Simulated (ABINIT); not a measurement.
# AlN (F-43m) in ABINIT: notebook

The runs below take AlN through single point, with r2SCAN.

All numbers are computed with ABINIT 10.8.3 (patched build); they aren't measurements. Logs are shortened: lines on timing, memory, paths and dates and some standing lists are left out, and cuts for length are marked. The log counts tension as positive stress, the text compression.

## 1. The crystal as given

It takes space group F-43m (No. 216, cubic). Conventional cell: a = 4.368 Å, b = 4.368 Å, c = 4.368 Å, α = 90.00°, β = 90.00°, γ = 90.00°. Around Al (site symmetry -43m) lie 4 N at 1.89 Å. N (site symmetry -43m) is surrounded by 4 Al at 1.89 Å.

Measurements of this composition are mostly on another form, of space group No. 186.

## 2. Single point, r2SCAN

Input file run.abi:

```
# Pseudopotentials
pp_dirpath "./"
pseudos "Al.upf, N.upf"

# Structure
acell 3*1.0
rprim
     0.0000000000     4.1271496856     4.1271496856
     4.1271496856     0.0000000000     4.1271496856
     4.1271496856     4.1271496856     0.0000000000
ntypat 2
znucl 13 7
natom 2
typat 1 2
xred
     0.0000000000     0.0000000000     0.0000000000
     0.2500000000     0.2500000000     0.2500000000

# Plane-wave basis
ecut 1496.626244 eV

# k points
kptopt 1
ngkpt 10 10 10
nshiftk 1
shiftk 0.0 0.0 0.0

# Exchange and correlation
ixc -497498
usekden 1
nc_xccc_gspace 1
boxcutmin 3.0

# Bands and occupations
nband 8
occopt 3
tsmear 0.05 eV

# SCF cycle
nstep 100
tolvrs 1.0e-9

# Output
iomode 3
prtwf 0
prtden 0
prteig 0
prtebands 0
enunit 1
```

Potentials or basis: Ansatz NC r2SCAN.

Launch:

```console
$ mpirun --bind-to none -np 4 abinit run.abi > log 2>&1
```

run.abo:

```text
[... set-up lines left out ...]
 ETOT  1  -13.414539062416    -1.341E+01 8.166E-02 2.586E+03
 ETOT  2  -13.472291049434    -5.775E-02 3.490E-02 2.552E+03
 ETOT  3  -13.580086666245    -1.078E-01 5.345E-03 3.973E+01
 ETOT  4  -13.580445742369    -3.591E-04 3.730E-04 9.736E+00
 ETOT  5  -13.580694448033    -2.487E-04 9.332E-05 1.860E-01
 ETOT  6  -13.580700422344    -5.974E-06 2.504E-05 3.174E-03
 ETOT  7  -13.580700449664    -2.732E-08 4.082E-06 3.724E-04
 ETOT  8  -13.580700457959    -8.295E-09 3.489E-06 2.039E-06
 ETOT  9  -13.580700457993    -3.361E-11 2.002E-06 5.971E-08
 ETOT 10  -13.580700457994    -1.142E-12 1.877E-06 3.929E-09
 ETOT 11  -13.580700457993     9.184E-13 1.167E-06 3.932E-10

 At SCF step   11       vres2   =  3.93E-10 < tolvrs=  1.00E-09 =>converged.

Result for kinetic energy density :

--------------------------------------------------------------------------------
 Total kinetic energy density [Ha/Bohr^3]
)     Maximum=    6.8113E+00  at reduced coord.    0.2500    0.2500    0.2500
)     Minimum=    4.1948E-03  at reduced coord.    0.7500    0.7500    0.7500
   Integrated=    8.2941E+00
--------------------------------------------------------------------------------

 Cartesian components of stress tensor (hartree/bohr^3)
  sigma(1 1)=  2.40832464E-06  sigma(3 2)=  0.00000000E+00
  sigma(2 2)=  2.40832464E-06  sigma(3 1)=  0.00000000E+00
  sigma(3 3)=  2.40832464E-06  sigma(2 1)=  0.00000000E+00

--- !ResultsGS
iteration_state: {dtset: 1, }
comment   : Summary of ground state results
lattice_vectors:
- [  0.0000000,   4.1271497,   4.1271497, ]
- [  4.1271497,   0.0000000,   4.1271497, ]
- [  4.1271497,   4.1271497,   0.0000000, ]
lattice_lengths: [   5.83667,    5.83667,    5.83667, ]
lattice_angles: [ 60.000,  60.000,  60.000, ] # degrees, (23, 13, 12)
lattice_volume:   1.4059849E+02
convergence: {deltae:  9.184E-13, res2:  3.932E-10, residm:  1.167E-06, diffor: null, }
etotal    :  -1.35807005E+01
entropy   :   0.00000000E+00
fermie    :   2.13568301E-01
cartesian_stress_tensor: # hartree/bohr^3
- [  2.40832464E-06,   0.00000000E+00,   0.00000000E+00, ]
- [  0.00000000E+00,   2.40832464E-06,   0.00000000E+00, ]
- [  0.00000000E+00,   0.00000000E+00,   2.40832464E-06, ]
pressure_GPa:  -7.0855E-02
xred      :
- [  0.0000E+00,   0.0000E+00,   0.0000E+00, Al]
- [  2.5000E-01,   2.5000E-01,   2.5000E-01,  N]
cartesian_forces: # hartree/bohr
- [  1.27426265E-31,   1.27426265E-31,  -3.82278795E-31, ]
- [ -1.27426265E-31,  -1.27426265E-31,   3.82278795E-31, ]
force_length_stats: {min:   4.22625110E-31, max:   4.22625110E-31, mean:   4.22625110E-31, }
...

 Integrated electronic density in atomic spheres:
 ------------------------------------------------
 Atom  Sphere_radius  Integrated_density
    1        2.00000          1.08669639
    2        2.00000          5.41386284
================================================================================

 ----iterations are completed or convergence reached----

 Mean square residual over all n,k,spin=   33.685E-10; max=  11.669E-07
 reduced coordinates (array xred) for    2 atoms
       0.000000000000      0.000000000000      0.000000000000
       0.250000000000      0.250000000000      0.250000000000
 rms dE/dt=  1.4875E-30; max dE/dt=  2.1036E-30; dE/dt below (all hartree)
    1       0.000000000000      0.000000000000     -0.000000000000
    2       0.000000000000      0.000000000000      0.000000000000

 cartesian coordinates (angstrom) at end:
    1      0.00000000000000     0.00000000000000     0.00000000000000
    2      1.09199677906168     1.09199677906168     1.09199677906168

 cartesian forces (hartree/bohr) at end:
    1      0.00000000000000     0.00000000000000    -0.00000000000000
    2     -0.00000000000000    -0.00000000000000     0.00000000000000
 frms,max,avg= 2.4400272E-31 3.8227880E-31   0.000E+00  0.000E+00  0.000E+00 h/b

 cartesian forces (eV/Angstrom) at end:
    1      0.00000000000000     0.00000000000000    -0.00000000000000
    2     -0.00000000000000    -0.00000000000000     0.00000000000000
 frms,max,avg= 1.2547124E-29 1.9657566E-29   0.000E+00  0.000E+00  0.000E+00 e/A
 length scales=  1.000000000000  1.000000000000  1.000000000000 bohr
              =  0.529177210544  0.529177210544  0.529177210544 angstroms
 Fermi (or HOMO) energy (eV) =   5.81149   Average Vxc (eV)= -11.38128
 Eigenvalues (   eV  ) for nkpt=  47  k points:
 kpt#   1, nband=  8, wtk=  0.00100, kpt=  0.0000  0.0000  0.0000 (reduced coord)
 -11.65676    4.08430    4.08430    4.08430    8.97770   17.60218   17.60218   17.60218
 prteigrs : prtvol=0 or 1, do not print more k-points.

--- !EnergyTerms
iteration_state     : {dtset: 1, }
comment             : Components of total free energy in Hartree
kinetic             :  8.29410680988975E+00
hartree             :  2.87652536685024E+00
xc                  : -5.10704773486962E+00
Ewald energy        : -1.08999796062976E+01
psp_core            :  7.65531943357855E-01
local_psp           : -9.25212906161692E+00
non_local_psp       : -2.57708175306959E-01
internal            : -1.35807004579932E+01
'-kT*entropy'       :  6.26473027374478E-16
total_energy        : -1.35807004579932E+01
total_energy_eV     : -3.69549685653425E+02
band_energy         : -3.47772757666381E-01
...

 Cartesian components of stress tensor (hartree/bohr^3)
  sigma(1 1)=  2.40832464E-06  sigma(3 2)=  0.00000000E+00
  sigma(2 2)=  2.40832464E-06  sigma(3 1)=  0.00000000E+00
  sigma(3 3)=  2.40832464E-06  sigma(2 1)=  0.00000000E+00

-Cartesian components of stress tensor (GPa)         [Pressure= -7.0855E-02 GPa]
- sigma(1 1)=  7.08553571E-02  sigma(3 2)=  0.00000000E+00
- sigma(2 2)=  7.08553571E-02  sigma(3 1)=  0.00000000E+00
- sigma(3 3)=  7.08553571E-02  sigma(2 1)=  0.00000000E+00

== END DATASET(S) ==============================================================
================================================================================

 -outvars: echo values of variables after computation  --------
            acell      1.0000000000E+00  1.0000000000E+00  1.0000000000E+00 Bohr
           etotal     -1.3580700458E+01
            fcart      1.2742626515E-31  1.2742626515E-31 -3.8227879545E-31
                      -1.2742626515E-31 -1.2742626515E-31  3.8227879545E-31
            rprim      0.0000000000E+00  4.1271496856E+00  4.1271496856E+00
                       4.1271496856E+00  0.0000000000E+00  4.1271496856E+00
                       4.1271496856E+00  4.1271496856E+00  0.0000000000E+00
           strten      2.4083246382E-06  2.4083246382E-06  2.4083246382E-06
                       0.0000000000E+00  0.0000000000E+00  0.0000000000E+00
           xangst      0.0000000000E+00  0.0000000000E+00  0.0000000000E+00
                       1.0919967791E+00  1.0919967791E+00  1.0919967791E+00
             xred      0.0000000000E+00  0.0000000000E+00  0.0000000000E+00
                       2.5000000000E-01  2.5000000000E-01  2.5000000000E-01
 Calculation completed.
```

It took 1.9 min on 4 MPI ranks of Intel Xeon Platinum 8259CL at 2.50GHz (Skylake/Cascade Lake), shared host; peak memory 0.6 GiB.

What came out:

| Property | Result |
| --- | --- |
| Free energy | -369.5497 eV |
| Pressure | -0.1 GPa |
| Band gap on the k mesh | 3.95 eV, indirect (least direct gap 4.89 eV) |
| Valence electrons inside the program's atomic spheres | Al 1.09; N 5.41 |

A k mesh can miss the band edges. r2SCAN opens gaps a little over a GGA but as a rule still falls short of measured ones.

## 3. Single point, r2SCAN

Edit run.abi of step 2 so:

```diff
@@ -2,3 +2,3 @@
 pp_dirpath "./"
-pseudos "Al.upf, N.upf"
+pseudos "Al_ONCV_PBE-1.2.upf, N_ONCV_PBE-1.2.upf"
 
@@ -19,3 +19,3 @@
 # Plane-wave basis
-ecut 1496.626244 eV
+ecut 1306.146540 eV
 
@@ -30,7 +30,5 @@
 usekden 1
-nc_xccc_gspace 1
-boxcutmin 3.0
 
 # Bands and occupations
-nband 8
+nband 12
 occopt 3
```

Potentials or basis: SG15 NC PBE v1.2.

Launch:

```console
$ mpirun --bind-to none -np 4 abinit run.abi > log 2>&1
```

Run time: 49 s. Hardware: 4 MPI ranks of Intel Xeon Platinum 8259CL at 2.50GHz (Skylake/Cascade Lake), shared host; peak memory 0.32 GiB.

The run converged. Its results:

```yaml
Free_energy: -2158.1083 eV
Pressure: 1.4 GPa
Band_gap_on_the_k_mesh: 3.92 eV, indirect (least direct gap 4.70 eV)
Valence_electrons_inside_the_program's_atomic_spheres: Al 9.06; N 5.45
```

Levels at points of the mesh, in eV from the valence-band top:
```
           k point  band 5  band 6  band 7  band 8  band 9  band 10  band 11  band 12
(0.00, 0.00, 0.00)  -15.87    0.00    0.00    0.00    4.70    13.73    13.73    13.73
(0.50, 0.00, 0.00)  -13.87   -5.91   -0.48   -0.48    8.14    10.78    12.05    12.05
(0.50, 0.50, 0.00)  -13.25   -4.97   -1.79   -1.79    3.92     9.49    15.16    17.05
```

Caveat: the potentials were made for another functional, which shifts forces and pressure.

## 4. Single point, r2SCAN

Edit run.abi of step 3 so:

```diff
@@ -2,3 +2,3 @@
 pp_dirpath "./"
-pseudos "Al_ONCV_PBE-1.2.upf, N_ONCV_PBE-1.2.upf"
+pseudos "Al.upf, N.upf"
 
@@ -19,3 +19,3 @@
 # Plane-wave basis
-ecut 1306.146540 eV
+ecut 1360.569312 eV
 
@@ -30,5 +30,7 @@
 usekden 1
+nc_xccc_gspace 1
+boxcutmin 3.0
 
 # Bands and occupations
-nband 12
+nband 8
 occopt 3
```

Potentials or basis: PseudoDojo NC SR PBE v0.4.1 standard.

Launch:

```console
$ mpirun --bind-to none -np 4 abinit run.abi > log 2>&1
```

Run time: 2 min. Hardware: 4 MPI ranks of Intel Xeon Platinum 8259CL at 2.50GHz (Skylake/Cascade Lake), shared host; peak memory 0.6 GiB.

The run converged. Its results:

| Quantity | Value |
| --- | --- |
| Free energy | -350.5680 eV |
| Pressure | 3.6 GPa |
| Band gap on the k mesh | 3.87 eV, indirect (least direct gap 4.44 eV) |
| Valence electrons inside the program's atomic spheres | Al 1.10; N 5.40 |

Levels at points of the mesh, in eV from the valence-band top:
```csv
k point,band 2,band 3,band 4,band 5,band 6,band 7
"(0.00, 0.00, 0.00)",0.00,0.00,0.00,4.44,13.30,13.30
"(0.50, 0.00, 0.00)",-6.12,-0.53,-0.53,7.79,10.83,11.91
"(0.50, 0.50, 0.00)",-5.18,-1.91,-1.91,3.87,9.22,15.00
```

Caveat: a meta-GGA on potentials with a model core is unreliable; the potentials were made for another functional, which shifts forces and pressure. A k mesh can miss the band edges.

## 5. Overview

| potentials or basis | cutoff (eV) | gap on the mesh (eV) | pressure (GPa) |
| --- | --- | --- | --- |
| Ansatz NC r2SCAN | 1497 | 3.95 | -0.1 |
| SG15 NC PBE v1.2 | 1306 | 3.92 | 1.4 |
| PseudoDojo NC SR PBE v0.4.1 standard | 1361 | 3.87 | 3.6 |

Alike in all rows: task single point; level r2SCAN; no spin polarisation; cell as given; k mesh 10 × 10 × 10; smearing fermi-dirac 0.05 eV.

Caveats: the potentials were made for another functional, which shifts forces and pressure (some runs); a meta-GGA on potentials with a model core is unreliable (some runs).

Total energies depend on the potentials used, so only differences within one code and one set of settings carry meaning.
